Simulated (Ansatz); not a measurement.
# A computed series for SrF2: response to strain

The reference is SrF2 in the fluorite structure (space group Fm-3m, No. 225).

```
SrF2
1.0
    0.00000     2.92864     2.92864
    2.92864     0.00000     2.92864
    2.92864     2.92864     0.00000
Sr F
1 2
Direct
  0.00000   0.00000   0.00000
  0.25000   0.25000   0.25000
  0.75000   0.75000   0.75000
```

Cartesian axes are those of the cell as printed.

Strains are applied to the cell and any free atomic positions relax; under biaxial strain the out-of-plane vector relaxes too; under stress the whole cell relaxes.

All numbers come from plane-wave PAW DFT at the PBE level (Ansatz, a first-principles code, 420 eV), no spin-orbit coupling.

```json
[
 {"change": "base", "space group": "Fm-3m (No. 225)", "band gap": "6.78 eV", "electron mass": "0.52 mₑ (at Γ)", "volume per atom": "16.75 Å³"},
 {"change": "biaxial strain −1.56 %, plane normal [110], relaxed out of plane", "space group": "Immm (No. 71)", "band gap": "6.83 eV", "electron mass": "0.51 mₑ (at Γ)", "volume per atom": "16.44 Å³"},
 {"change": "isotropic strain −4.59 %", "space group": "Fm-3m (No. 225)", "band gap": "7.59 eV", "electron mass": "0.51 mₑ (at Γ)", "volume per atom": "14.54 Å³"},
 {"change": "isotropic strain −2.58 %", "space group": "Fm-3m (No. 225)", "band gap": "7.22 eV", "electron mass": "0.51 mₑ (at Γ)", "volume per atom": "15.48 Å³"},
 {"change": "isotropic strain −1.03 %", "space group": "Fm-3m (No. 225)", "band gap": "6.95 eV", "electron mass": "0.51 mₑ (at Γ)", "volume per atom": "16.23 Å³"},
 {"change": "isotropic strain +4.51 %", "space group": "Fm-3m (No. 225)", "band gap": "6.10 eV", "electron mass": "0.52 mₑ (at Γ)", "volume per atom": "19.12 Å³"},
 {"change": "uniaxial strain ε_zz = +1.91 %", "space group": "I4/mmm (No. 139)", "band gap": "6.65 eV", "electron mass": "0.52 mₑ (at Γ)", "volume per atom": "17.07 Å³"},
 {"change": "uniaxial strain ε_zz = +3.62 %", "space group": "I4/mmm (No. 139)", "band gap": "6.52 eV", "electron mass": "0.52 mₑ (at Γ)", "volume per atom": "17.35 Å³"},
 {"change": "uniaxial stress, 3 GPa tension along z", "space group": "I4/mmm (No. 139)", "band gap": "6.62 eV", "electron mass": "0.52 mₑ (at Γ)", "volume per atom": "17.01 Å³"},
 {"change": "uniaxial stress, 8 GPa tension along z", "space group": "I4/mmm (No. 139)", "band gap": "6.23 eV", "electron mass": "0.53 mₑ (at Γ)", "volume per atom": "17.49 Å³"}
]
```

Effective masses come from finite differences of ±0.01 Å⁻¹. Stability under load was not tested beyond the relaxation.
